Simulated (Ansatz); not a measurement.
**Cobalt, hcp under PBE: convergence with the Gaussian smearing**

A convergence test of the Gaussian smearing width. The geometry was relaxed under PBE beforehand and stays fixed; 7 values are run, from 0.01 to 1.0 eV. Wanted are the values from which on the energy stays within 10 and 1 meV/atom, and the pressure within 0.5 GPa, of the narrowest run. Within the series other settings stay, but some runs also write fields, which adds to their time. The moments start as that relaxation left them.

Computed with Ansatz 0.2.0 (DFT PBE, plane waves with PAW, scalar-relativistic, unless a step says otherwise).

## 1. The structure to begin with

The structure is hexagonal, space group P6_3/mmc (No. 194). The conventional cell has a = 2.494 Å, b = 2.494 Å, c = 4.028 Å, α = 90.00°, β = 90.00°, γ = 120.00°. Co (site symmetry -6m2) has 12 Co at 2.48 to 2.49 Å as nearest neighbours.

Coordinates:

```cif
data_structure
_symmetry_space_group_name_H-M 'P 1'
_symmetry_Int_Tables_number 1
_cell_length_a 2.4935
_cell_length_b 2.4935
_cell_length_c 4.0278
_cell_angle_alpha 90.000
_cell_angle_beta 90.000
_cell_angle_gamma 120.000
_cell_volume 21.69
loop_
_atom_site_label
_atom_site_type_symbol
_atom_site_fract_x
_atom_site_fract_y
_atom_site_fract_z
_atom_site_occupancy
Co1 Co 0.33333 0.66667 0.25000 1
Co2 Co 0.66667 0.33333 0.75000 1
```

Starting moments (μB): +1.69 ×2.

## 2. Run at 0.01 eV

The run at 0.01 eV.

Contents of input.yaml:

```yaml
crystal:
  lattice:
    - [2.4935221926, 0.0, 0.0]
    - [-1.2467610963, 2.1594535637, 0.0]
    - [0.0, 0.0, 4.0277844638]
  atoms:
    - { symbol: Co, position: [0.3333333333, 0.6666666667, 0.25], spin: 1.69 }
    - { symbol: Co, position: [0.6666666667, 0.3333333333, 0.75], spin: 1.69 }
hamiltonian:
  xc: pbe
  pseudopotentials:
    kind: paw
    azcp:
      Co: "pseudopotentials/Co.paw.azcp"
basis:
  ecutwfc: 420
  fft_grid_basis: typed
kpoints:
  mp_grid: { grid: [14, 14, 8], shift: [0, 0, 0] }
magnetization:
  spin_polarized: true
scf:
  occupations: { method: gaussian, width: 0.01 }
  lower_state_search: "off"
output:
  stress: true
  write_density: true
  write_potential: true
  elf: true
  volumetric_format: npy
```

Run with:

```console
> ansatz run input.yaml --threads 1 --pin off --max-ram 3584MiB --backend cpu --events-out ev --progress --plain --runs-dir out
```

The program printed (excerpt; [...] marks lines left out):

```text
[...]
Pseudopotentials: kind: paw
Pseudopotential: Co, paw, valence charge 17, recommended cutoff 420 eV (normal), <dir>
Functional definition: PBE
[...]
Crystal: 2 atoms, lattice volume = 21.688 Å³
Basis set: ecut = 420 eV, 403 PW (Γ)
Bands: 23, of which v1, the nominal top of the filled ones, is band 17 counted from 1 (16 counted from 0)
Symmetry: 24 space group operations
Space group: P63/mmc (ITA 194), of the structure as read, at distance tolerance 2.8e-5 Å
Magnetic group: BNS 194.263 (UNI 1493), of the structure as read, at distance tolerance 2.8e-5 Å
k-points: 120 of 1568
[...]
Starting moments: Σ|m| = 3.38 μB on 2 of 2 sites
[...]
SCF iter   1: F=—  HF=-10252.187257 eV  |F-HF|=—  |Δ(HF+E_count)|=         —  Δρ=5.17e-2 (↑1.46e-2 ↓5.17e-2)  dr2=2.49e-1  dr2_m=1.77e-1  M=3.079 μB ∫|m|=3.160 μB  β_m=1.00  ethr=7.31e-4  ⟨swp⟩=1.0  Hψ=28600  notcnv=0
[...]
spin-set hold released at iteration 7 (site moments contracting): the magnetisation degrees of freedom join the quasi-Newton model from the next iteration; the mixer history was flushed
[...]
SCF iter  17: F=-10252.297643 eV  HF=-10252.297643 eV  |F-HF|=1.64e-11  |Δ(HF+E_count)|=   2.34e-8  Δρ=2.25e-6 (↑2.25e-6 ↓1.59e-6)  dr2=1.97e-10  dr2_m=6.26e-10  M=3.182 μB ∫|m|=3.525 μB  ethr=6.59e-12  ⟨swp⟩=6.2  Hψ=25321  notcnv=0
[...]
SCF converged after 17 iterations
Magnetization: 3.1821 μB (18.5910 up, 15.4090 down)
Absolute magnetization: 3.5266 μB (∫|ρ↑−ρ↓|, with the PAW one-centre terms)
Spin contamination: 0.0573 ħ² per cell (⟨S²⟩ above its minimum at these occupations)
Per-site moments (μB) at R_I (Å): [(1.6698284810068567, 1.0211614668263853), (1.6698284810068569, 1.0211614668263853)]
Free energy (F): -10252.297643 eV
[...]
E sigma→0 (E₀):  -10252.297580 eV
Entropy (-TS):   -0.000125 eV (-0.062 meV/atom)
Fermi energy:    18.706533 eV
[...]
--- Stress (GPa, compression-positive) ---
        0.047536       0.000000       0.000000
        0.000000       0.047536       0.000000
        0.000000       0.000000      -0.191987
  P = ⅓ Tr σ = -0.0323 GPa (-0.323 kbar)
--- Band table (eV; the first three rows and the last of 240) ---
  k-point 0 ↑: bands = ["-77.3528", "-77.2953", "-40.7450", "-40.4731", "-40.4731", "-40.4247", "-40.4247", "-40.4133", "9.6858", "13.5268", "16.0956", "16.1049", "16.1049", "16.4222", "16.4222", "16.7763", "16.7763", "17.8949", "17.8949", "18.5491", "25.0319", "40.4685", "42.8648"]
[...]
```

Wall time 23 s (1 thread of Intel Xeon Platinum 8259CL at 2.50GHz (Skylake/Cascade Lake), shared host); peak memory 0.48 GiB.

## 3. Run at 0.03 eV

The run at 0.03 eV.

input.yaml, as its differences from that of step 2:

```diff
@@ -22,3 +22,3 @@
 scf:
-  occupations: { method: gaussian, width: 0.01 }
+  occupations: { method: gaussian, width: 0.03 }
   lower_state_search: "off"
@@ -26,5 +26 @@
   stress: true
-  write_density: true
-  write_potential: true
-  elf: true
-  volumetric_format: npy
```

Run with:

```console
> ansatz run input.yaml --threads 1 --pin off --max-ram 3584MiB --backend cpu --events-out ev --progress --plain --runs-dir out
```

The program printed (excerpt; [...] marks lines left out):

```text
[...]
[... 3 set-up lines as earlier in the session ...]
[...]
Crystal: 2 atoms, lattice volume = 21.688 Å³
Basis set: ecut = 420 eV, 403 PW (Γ)
Bands: 23, of which v1, the nominal top of the filled ones, is band 17 counted from 1 (16 counted from 0)
[... 2 set-up lines as earlier in the session ...]
Magnetic group: BNS 194.263 (UNI 1493), of the structure as read, at distance tolerance 2.8e-5 Å
k-points: 120 of 1568
[...]
Starting moments: Σ|m| = 3.38 μB on 2 of 2 sites
[...]
SCF iter   1: F=—  HF=-10252.187669 eV  |F-HF|=—  |Δ(HF+E_count)|=         —  Δρ=5.19e-2 (↑1.46e-2 ↓5.19e-2)  dr2=2.50e-1  dr2_m=1.79e-1  M=3.081 μB ∫|m|=3.162 μB  β_m=1.00  ethr=7.35e-4  ⟨swp⟩=1.0  Hψ=28600  notcnv=0
[...]
SCF iter  20: F=-10252.298124 eV  HF=-10252.298124 eV  |F-HF|=1.68e-9  |Δ(HF+E_count)|=   1.03e-8  Δρ=6.44e-6 (↑6.44e-6 ↓2.23e-6)  dr2=3.30e-9  dr2_m=3.11e-9  M=3.176 μB ∫|m|=3.519 μB  ethr=2.94e-10  ⟨swp⟩=2.8  Hψ=19741  notcnv=0
[...]
SCF converged after 20 iterations
Magnetization: 3.1756 μB (18.5878 up, 15.4122 down)
Absolute magnetization: 3.5208 μB (∫|ρ↑−ρ↓|, with the PAW one-centre terms)
Spin contamination: 0.0574 ħ² per cell (⟨S²⟩ above its minimum at these occupations)
Per-site moments (μB) at R_I (Å): [(1.6667064218787262, 1.0211614668263853), (1.6667064218787258, 1.0211614668263853)]
Free energy (F): -10252.298124 eV
[...]
E sigma→0 (E₀):  -10252.297587 eV
Entropy (-TS):   -0.001074 eV (-0.537 meV/atom)
Fermi energy:    18.705369 eV
[...]
--- Stress (GPa, compression-positive) ---
       -0.017395       0.000000       0.000000
        0.000000      -0.017395       0.000000
        0.000000       0.000000      -0.220260
  P = ⅓ Tr σ = -0.0850 GPa (-0.850 kbar)
```

It took 21 s on 1 thread of Intel Xeon Platinum 8259CL at 2.50GHz (Skylake/Cascade Lake), shared host; peak memory 0.48 GiB.

## 4. Run at 0.1 eV

The run at 0.1 eV.

input.yaml, as its differences from that of step 3:

```diff
@@ -22,3 +22,3 @@
 scf:
-  occupations: { method: gaussian, width: 0.03 }
+  occupations: { method: gaussian, width: 0.1 }
   lower_state_search: "off"
```

Run with:

```console
> ansatz run input.yaml --threads 1 --pin off --max-ram 3584MiB --backend cpu --events-out ev --progress --plain --runs-dir out
```

The program printed (excerpt; [...] marks lines left out):

```text
[...]
[... 3 set-up lines as earlier in the session ...]
[...]
Crystal: 2 atoms, lattice volume = 21.688 Å³
Basis set: ecut = 420 eV, 403 PW (Γ)
Bands: 23, of which v1, the nominal top of the filled ones, is band 17 counted from 1 (16 counted from 0)
[... 2 set-up lines as earlier in the session ...]
Magnetic group: BNS 194.263 (UNI 1493), of the structure as read, at distance tolerance 2.8e-5 Å
k-points: 120 of 1568
[...]
Starting moments: Σ|m| = 3.38 μB on 2 of 2 sites
[...]
SCF iter   1: F=—  HF=-10252.191697 eV  |F-HF|=—  |Δ(HF+E_count)|=         —  Δρ=5.31e-2 (↑1.47e-2 ↓5.31e-2)  dr2=2.49e-1  dr2_m=1.91e-1  M=3.102 μB ∫|m|=3.180 μB  β_m=1.00  ethr=7.33e-4  ⟨swp⟩=1.0  Hψ=27682  notcnv=0
[...]
SCF iter  15: F=-10252.302890 eV  HF=-10252.302890 eV  |F-HF|=3.55e-10  |Δ(HF+E_count)|=   9.17e-8  Δρ=2.63e-6 (↑1.04e-6 ↓2.63e-6)  dr2=2.91e-10  dr2_m=5.83e-10  M=3.172 μB ∫|m|=3.511 μB  ethr=1.00e-11  ⟨swp⟩=3.5  Hψ=14772  notcnv=0
[...]
SCF converged after 15 iterations
Magnetization: 3.1717 μB (18.5859 up, 15.4141 down)
Absolute magnetization: 3.5124 μB (∫|ρ↑−ρ↓|, with the PAW one-centre terms)
Spin contamination: 0.0571 ħ² per cell (⟨S²⟩ above its minimum at these occupations)
Per-site moments (μB) at R_I (Å): [(1.6638132371246537, 1.0211614668263853), (1.6638132371246541, 1.0211614668263853)]
Free energy (F): -10252.302890 eV
[...]
E sigma→0 (E₀):  -10252.297879 eV
Entropy (-TS):   -0.010022 eV (-5.011 meV/atom)
Fermi energy:    18.708057 eV
[...]
--- Stress (GPa, compression-positive) ---
       -0.072939       0.000000       0.000000
        0.000000      -0.072939       0.000000
        0.000000       0.000000      -0.165508
  P = ⅓ Tr σ = -0.1038 GPa (-1.038 kbar)
```

It took 19 s on 1 thread of Intel Xeon Platinum 8259CL at 2.50GHz (Skylake/Cascade Lake), shared host; peak memory 0.48 GiB.

## 5. Run at 0.2 eV

The run at 0.2 eV.

input.yaml, as its differences from that of step 4:

```diff
@@ -22,3 +22,3 @@
 scf:
-  occupations: { method: gaussian, width: 0.1 }
+  occupations: { method: gaussian, width: 0.2 }
   lower_state_search: "off"
```

Run with:

```console
> ansatz run input.yaml --threads 1 --pin off --max-ram 3584MiB --backend cpu --events-out ev --progress --plain --runs-dir out
```

The program printed (excerpt; [...] marks lines left out):

```text
[...]
[... 3 set-up lines as earlier in the session ...]
[...]
Crystal: 2 atoms, lattice volume = 21.688 Å³
Basis set: ecut = 420 eV, 403 PW (Γ)
Bands: 23, of which v1, the nominal top of the filled ones, is band 17 counted from 1 (16 counted from 0)
[... 2 set-up lines as earlier in the session ...]
Magnetic group: BNS 194.263 (UNI 1493), of the structure as read, at distance tolerance 2.8e-5 Å
k-points: 120 of 1568
[...]
Starting moments: Σ|m| = 3.38 μB on 2 of 2 sites
[...]
SCF iter   1: F=—  HF=-10252.205633 eV  |F-HF|=—  |Δ(HF+E_count)|=         —  Δρ=5.40e-2 (↑1.49e-2 ↓5.40e-2)  dr2=2.48e-1  dr2_m=2.02e-1  M=3.123 μB ∫|m|=3.196 μB  β_m=1.00  ethr=7.29e-4  ⟨swp⟩=1.0  Hψ=27317  notcnv=0
[...]
SCF iter  14: F=-10252.317637 eV  HF=-10252.317637 eV  |F-HF|=3.75e-10  |Δ(HF+E_count)|=   1.02e-7  Δρ=2.20e-6 (↑1.18e-6 ↓2.20e-6)  dr2=2.32e-10  dr2_m=4.79e-10  M=3.195 μB ∫|m|=3.525 μB  ethr=1.45e-10  ⟨swp⟩=3.7  Hψ=15056  notcnv=0
[...]
SCF converged after 14 iterations
Magnetization: 3.1949 μB (18.5975 up, 15.4025 down)
Absolute magnetization: 3.5264 μB (∫|ρ↑−ρ↓|, with the PAW one-centre terms)
Spin contamination: 0.0564 ħ² per cell (⟨S²⟩ above its minimum at these occupations)
Per-site moments (μB) at R_I (Å): [(1.6735228333403083, 1.0211614668263853), (1.6735228333403085, 1.0211614668263853)]
Free energy (F): -10252.317637 eV
[...]
E sigma→0 (E₀):  -10252.298313 eV
Entropy (-TS):   -0.038648 eV (-19.324 meV/atom)
Fermi energy:    18.708947 eV
[...]
--- Stress (GPa, compression-positive) ---
        0.111076       0.000000       0.000000
        0.000000       0.111076       0.000000
        0.000000       0.000000       0.404686
  P = ⅓ Tr σ = 0.2089 GPa (2.089 kbar)
```

It took 16 s on 1 thread of Intel Xeon Platinum 8259CL at 2.50GHz (Skylake/Cascade Lake), shared host; peak memory 0.47 GiB.

## 6. Run at 0.3 eV

The run at 0.3 eV.

input.yaml, as its differences from that of step 5:

```diff
@@ -22,3 +22,3 @@
 scf:
-  occupations: { method: gaussian, width: 0.2 }
+  occupations: { method: gaussian, width: 0.3 }
   lower_state_search: "off"
```

Run with:

```console
> ansatz run input.yaml --threads 1 --pin off --max-ram 3584MiB --backend cpu --events-out ev --progress --plain --runs-dir out
```

The program printed (excerpt; [...] marks lines left out):

```text
[...]
[... 3 set-up lines as earlier in the session ...]
[...]
Crystal: 2 atoms, lattice volume = 21.688 Å³
Basis set: ecut = 420 eV, 403 PW (Γ)
Bands: 23, of which v1, the nominal top of the filled ones, is band 17 counted from 1 (16 counted from 0)
[... 2 set-up lines as earlier in the session ...]
Magnetic group: BNS 194.263 (UNI 1493), of the structure as read, at distance tolerance 2.8e-5 Å
k-points: 120 of 1568
[...]
Starting moments: Σ|m| = 3.38 μB on 2 of 2 sites
[...]
SCF iter   1: F=—  HF=-10252.231432 eV  |F-HF|=—  |Δ(HF+E_count)|=         —  Δρ=5.24e-2 (↑1.45e-2 ↓5.24e-2)  dr2=2.51e-1  dr2_m=1.83e-1  M=3.102 μB ∫|m|=3.172 μB  β_m=1.00  ethr=7.38e-4  ⟨swp⟩=1.0  Hψ=27068  notcnv=0
[...]
SCF iter  13: F=-10252.341503 eV  HF=-10252.341503 eV  |F-HF|=2.18e-10  |Δ(HF+E_count)|=   3.81e-8  Δρ=2.65e-6 (↑8.73e-7 ↓2.65e-6)  dr2=6.76e-10  dr2_m=4.44e-10  M=3.208 μB ∫|m|=3.530 μB  ethr=1.98e-12  ⟨swp⟩=1.0  Hψ=16677  notcnv=0
[...]
SCF converged after 13 iterations
Magnetization: 3.2077 μB (18.6039 up, 15.3961 down)
Absolute magnetization: 3.5312 μB (∫|ρ↑−ρ↓|, with the PAW one-centre terms)
Spin contamination: 0.0559 ħ² per cell (⟨S²⟩ above its minimum at these occupations)
Per-site moments (μB) at R_I (Å): [(1.6782368525184457, 1.0211614668263853), (1.6782368525184457, 1.0211614668263853)]
Free energy (F): -10252.341503 eV
[...]
E sigma→0 (E₀):  -10252.298578 eV
Entropy (-TS):   -0.085850 eV (-42.925 meV/atom)
Fermi energy:    18.711229 eV
[...]
--- Stress (GPa, compression-positive) ---
        0.310290       0.000000       0.000000
        0.000000       0.310290       0.000000
        0.000000       0.000000       0.974195
  P = ⅓ Tr σ = 0.5316 GPa (5.316 kbar)
```

Wall time 14 s (1 thread of Intel Xeon Platinum 8259CL at 2.50GHz (Skylake/Cascade Lake), shared host); peak memory 0.47 GiB.

## 7. Run at 0.6 eV

The run at 0.6 eV.

input.yaml, as its differences from that of step 6:

```diff
@@ -22,3 +22,3 @@
 scf:
-  occupations: { method: gaussian, width: 0.3 }
+  occupations: { method: gaussian, width: 0.6 }
   lower_state_search: "off"
```

Run with:

```console
> ansatz run input.yaml --threads 1 --pin off --max-ram 3584MiB --backend cpu --events-out ev --progress --plain --runs-dir out
```

The program printed (excerpt; [...] marks lines left out):

```text
[...]
[... 3 set-up lines as earlier in the session ...]
[...]
Crystal: 2 atoms, lattice volume = 21.688 Å³
Basis set: ecut = 420 eV, 403 PW (Γ)
Bands: 23, of which v1, the nominal top of the filled ones, is band 17 counted from 1 (16 counted from 0)
[... 2 set-up lines as earlier in the session ...]
Magnetic group: BNS 194.263 (UNI 1493), of the structure as read, at distance tolerance 2.8e-5 Å
k-points: 120 of 1568
[...]
Starting moments: Σ|m| = 3.38 μB on 2 of 2 sites
[...]
SCF iter   1: F=—  HF=-10252.399256 eV  |F-HF|=—  |Δ(HF+E_count)|=         —  Δρ=4.00e-2 (↑2.05e-2 ↓4.00e-2)  dr2=2.61e-1  dr2_m=8.58e-2  M=2.913 μB ∫|m|=2.976 μB  β_m=0.30  ethr=7.67e-4  ⟨swp⟩=1.0  Hψ=26740  notcnv=0
[...]
SCF iter  17: F=-10252.486317 eV  HF=-10252.486317 eV  |F-HF|=6.44e-10  |Δ(HF+E_count)|=   7.35e-8  Δρ=4.04e-6 (↑4.04e-6 ↓3.38e-6)  dr2=1.87e-10  dr2_m=2.63e-9  M=3.031 μB ∫|m|=3.312 μB  ethr=1.31e-12  ⟨swp⟩=1.0  Hψ=19009  notcnv=0
[...]
SCF converged after 17 iterations
Magnetization: 3.0313 μB (18.5157 up, 15.4843 down)
Absolute magnetization: 3.3131 μB (∫|ρ↑−ρ↓|, with the PAW one-centre terms)
Spin contamination: 0.0491 ħ² per cell (⟨S²⟩ above its minimum at these occupations)
Per-site moments (μB) at R_I (Å): [(1.5807488589224785, 1.0211614668263853), (1.580748858922479, 1.0211614668263853)]
Free energy (F): -10252.486317 eV
[...]
E sigma→0 (E₀):  -10252.267793 eV
Entropy (-TS):   -0.437048 eV (-218.524 meV/atom)
Fermi energy:    18.734302 eV
[...]
--- Stress (GPa, compression-positive) ---
        0.444688       0.000000       0.000000
        0.000000       0.444688       0.000000
        0.000000       0.000000       1.755473
  P = ⅓ Tr σ = 0.8816 GPa (8.816 kbar)
```

It took 17 s on 1 thread of Intel Xeon Platinum 8259CL at 2.50GHz (Skylake/Cascade Lake), shared host; peak memory 0.46 GiB.

## 8. Run at 1.0 eV

The run at 1.0 eV.

input.yaml, as its differences from that of step 7:

```diff
@@ -22,3 +22,3 @@
 scf:
-  occupations: { method: gaussian, width: 0.6 }
+  occupations: { method: gaussian, width: 1.0 }
   lower_state_search: "off"
```

Run with:

```console
> ansatz run input.yaml --threads 1 --pin off --max-ram 3584MiB --backend cpu --events-out ev --progress --plain --runs-dir out
```

The program printed (excerpt; [...] marks lines left out):

```text
band count auto-derived: 24 (N_el = 34.0; filled up to band 17; 23 by the electrons, moments and atoms)
[...]
[... 3 set-up lines as earlier in the session ...]
[...]
Crystal: 2 atoms, lattice volume = 21.688 Å³
Basis set: ecut = 420 eV, 403 PW (Γ)
Bands: 24, of which v1, the nominal top of the filled ones, is band 17 counted from 1 (16 counted from 0)
[... 2 set-up lines as earlier in the session ...]
Magnetic group: BNS 194.263 (UNI 1493), of the structure as read, at distance tolerance 2.8e-5 Å
k-points: 120 of 1568
[...]
Starting moments: Σ|m| = 3.38 μB on 2 of 2 sites
[...]
SCF iter  18: F=-10252.967992 eV  HF=-10252.967992 eV  |F-HF|=9.28e-11  |Δ(HF+E_count)|=   8.42e-8  Δρ=5.58e-6 (↑5.58e-6 ↓3.60e-6)  dr2=7.79e-10  dr2_m=4.02e-9  M=1.573 μB ∫|m|=1.699 μB  ethr=3.51e-11  ⟨swp⟩=2.0  Hψ=19845  notcnv=0
[...]
SCF converged after 18 iterations
Magnetization: 1.5733 μB (17.7867 up, 16.2133 down)
Absolute magnetization: 1.6990 μB (∫|ρ↑−ρ↓|, with the PAW one-centre terms)
Spin contamination: 0.0140 ħ² per cell (⟨S²⟩ above its minimum at these occupations)
Per-site moments (μB) at R_I (Å): [(0.8158490086256018, 1.0211614668263853), (0.8158490086256016, 1.0211614668263853)]
Free energy (F): -10252.967992 eV
[...]
E sigma→0 (E₀):  -10252.095752 eV
Entropy (-TS):   -1.744481 eV (-872.240 meV/atom)
Fermi energy:    18.705109 eV
[...]
--- Stress (GPa, compression-positive) ---
       -0.938695       0.000000       0.000000
        0.000000      -0.938695       0.000000
        0.000000       0.000000      -0.116654
  P = ⅓ Tr σ = -0.6647 GPa (-6.647 kbar)
```

Run time: 16 s. Hardware: 1 thread of Intel Xeon Platinum 8259CL at 2.50GHz (Skylake/Cascade Lake), shared host; peak memory 0.47 GiB.

## 9. All values side by side

Energies count from the run at 0.01 eV.

| smearing (eV) | F (meV/atom) | E(σ → 0) (meV/atom) | P (GPa) | largest moment (μB) | SCF cycles | CPU time |
| --- | --- | --- | --- | --- | --- | --- |
| 0.01 | 0.00 | 0.00 | -0.03 | 1.670 | 17 | 23 s |
| 0.03 | -0.24 | 0.00 | -0.09 | 1.667 | 20 | 21 s |
| 0.1 | -2.62 | -0.15 | -0.10 | 1.664 | 15 | 19 s |
| 0.2 | -10.00 | -0.37 | 0.21 | 1.674 | 14 | 16 s |
| 0.3 | -21.93 | -0.50 | 0.53 | 1.678 | 13 | 14 s |
| 0.6 | -94.34 | 14.89 | 0.88 | 1.581 | 17 | 17 s |
| 1.0 | -335.17 | 100.91 | -0.66 | 0.816 | 18 | 16 s |

## 10. Summary of results

| quantity | value |
| --- | --- |
| E(σ → 0) stays within 10 meV/atom of 0.01 eV | up to 0.3 eV |
| E(σ → 0) stays within 1 meV/atom | up to 0.3 eV |
| pressure stays within 0.5 GPa | up to 0.2 eV |
| pressure at 0.01 eV | -0.03 GPa |
| energy of a separate run on a finer mesh (24×24×13) | -3.2 meV/atom from 0.01 eV |

In words: The far end, 1.0 eV, lies +100.9 meV/atom and -0.6 GPa from the yardstick. The free energy F moves by -335.2 meV/atom over the range, and the estimate for σ → 0 by +100.9. With this scheme F falls about as the square of the width. The mesh (14×14×8) is fixed, so the narrowest widths carry a k-point error of their own. The largest moment goes from 1.67 μB at 0.01 eV to 0.82 μB at 1.0 eV. The yardstick itself is unsettled by 3.2 meV/atom against the finer mesh, so the thresholds above hold only within this series, and wider smearing, which averages over more states, can land nearer the fine-mesh value than the narrowest does.
